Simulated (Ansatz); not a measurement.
# AlP at 1 GPa: from Born charge to LO–TO splitting and polaron coupling

Method: DFT LDA, scalar-relativistic, plane waves, PAW (Ansatz). Plane waves to 420 eV; Γ-centred k mesh 10×10×10; fixed occupations. No spin polarisation. Phonons by linear response, acoustic sum rule imposed.

The cell, relaxed at 1 GPa:
```xyz
2
Lattice="0.0000 2.7072 2.7072 2.7072 0.0000 2.7072 2.7072 2.7072 0.0000" Properties=species:S:1:pos:R:3 pbc="T T T"
Al    0.0000    0.0000    0.0000
P     4.0607    4.0607    4.0607
```

Linear response gives ν_TO = 446.0 cm⁻¹, Born charges ±2.211 e (positive on Al) and ε∞ = 8.315. The primitive cell holds 39.680 Å³, and the masses are 26.982 and 30.974 amu.

Problem. Find ν_LO and the static dielectric constant.

Solution. The long-wave field adds a restoring force: ω_LO² − ω_TO² = Z*²e²/(ε_vac ε∞ μV). In these units ν_LO² − ν_TO² = 4.92064×10⁷ Z*²/(μ V ε∞) cm⁻², with μ = m₁m₂/(m₁ + m₂) = 14.420 amu: 50557 cm⁻². So ν_LO = √(446.0² + 50557) = 499.5 cm⁻¹, and the run gives 499.5. Lyddane–Sachs–Teller then gives ε0 = ε∞ (ν_LO/ν_TO)² = 10.43, against 10.43 in the run (it forms both from the same three quantities, so the match checks the arithmetic only). Between ν_TO and ν_LO the dielectric function is negative and an undamped crystal reflects fully: a reststrahlen band from 20.0 to 22.4 μm.

Problem. What do the Clausius–Mossotti polarisability and the Szigeti charge come to?

Solution. With the Lorentz local field, α = (3V/4π)(ε∞ − 1)/(ε∞ + 2) = 6.72 Å³ for the pair, and e_S = 3Z*/(ε∞ + 2) = 0.64 e. The Born charge includes the electrons' response to the dipole's own local field, and e_S takes that enhancement out. The Lorentz field assumes point-like polarisable ions, a poor picture once ε∞ is this large, since the electron clouds then overlap or are shared, so both numbers are formal here.

Problem. How strongly does a slow electron couple to the LO mode?

Solution. For one isotropic parabolic band, Fröhlich's constant is α_F = (1/ε∞ − 1/ε0) √(m* Ry/ħω_LO), with Ry = 13.606 eV, ħω_LO = 61.9 meV and m* in free-electron masses: α_F = 0.0244 × 14.82 × √m* = 0.36 √m*. The band mass isn't part of this run; for m* = 0.1, 0.3 and 1 it gives 0.11, 0.20, 0.36. In weak coupling the polaron lies α_F ħω_LO below the band edge (12 meV at m* = 0.3) with a mass m*(1 + α_F/6); past α_F of about 5 or 6 that expansion fails. A semilocal functional's ε∞ tends to be too large, which taken alone lowers α_F.

Cost: 1 run of about 0.44 core-minutes, on Intel Xeon Platinum 8488C (Sapphire Rapids) (shared hosts).

AlP behaves here as a polar covalent semiconductor whose dielectric response is mainly electronic: the lattice raises the constant only from 8.315 to 10.43. The electronegativity difference between Al and P makes the optical mode infrared active, while the shared sp³ bonding electrons are readily polarised and screen the long-range field that stiffens the longitudinal mode. The Born charge of 2.211 e lies below aluminium's formal ionic charge, as expected for such bonds, but it measures the polarisation created by atomic displacement, including charge flow along the bonds, and isn't a static charge on the atom.

The same balance keeps the Fröhlich coupling weak. Only the lattice part of the screening lags behind a slow electron, and that part is small, so for the masses considered the carrier should be a large, mobile polaron rather than a self-trapped one. In AlP, however, the conduction-band minimum lies near X, where the valleys are strongly anisotropic, so a single scalar mass gives the scale of the coupling rather than a quantitative polaron mass.
